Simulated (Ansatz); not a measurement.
Zinc-blende InN (metastable phase) was calculated with PBEsol (PAW; Ansatz, a quantum-chemistry and plane-wave program).

Numerical settings: plane-wave cutoff 520 eV, 12×12×12 k mesh, Fermi–Dirac smearing 0.01 eV, scalar-relativistic PAW data made under PBE.

Pressure at four volumes; x = ln(V/15.498 Å³). One pressure is withheld.

| V (Å³/atom) | x | P (GPa) |
|---|---|---|
| 14.568 | -0.0619 | ? |
| 14.878 | -0.0408 | 6.08 |
| 15.498 | 0.0000 | 0.00 |
| 16.427 | 0.0582 | -6.89 |

Question: Pass a parabola P(x) through the three rows shown, estimate the bulk modulus and its pressure derivative near zero pressure, and predict the withheld pressure.

Answer: Slopes between the rows: (0.00 − (6.08))/(0.0000 − (-0.0408)) = -149.02 and (-6.89 − (0.00))/(0.0582 − (0.0000)) = -118.38 GPa. Their difference over the span 0.0990 is c = 30.64/0.0990 = 309.5 GPa, so P(x) = 6.08 + (-149.02)(x − (-0.0408)) + 309.5 (x − (-0.0408))(x − (0.0000)). At the middle row B = −dP/dx = −[-149.02 + 309.5 × 0.0408] = 136.4 GPa, and B′ = dB/dP = 2c/B = 4.5. At x = -0.0619 the parabola gives 9.63 GPa; the run gives 9.67 GPa. The Birch–Murnaghan fit to the energies at all volumes has B0 = 135 GPa and B′ = 4.6.

Note: the gap of the solid is closed in this run; this level leaves the solid without a gap, although one is measured.

Spin–orbit coupling is not included; it can open a gap where bands touch, and shift volumes and moduli.
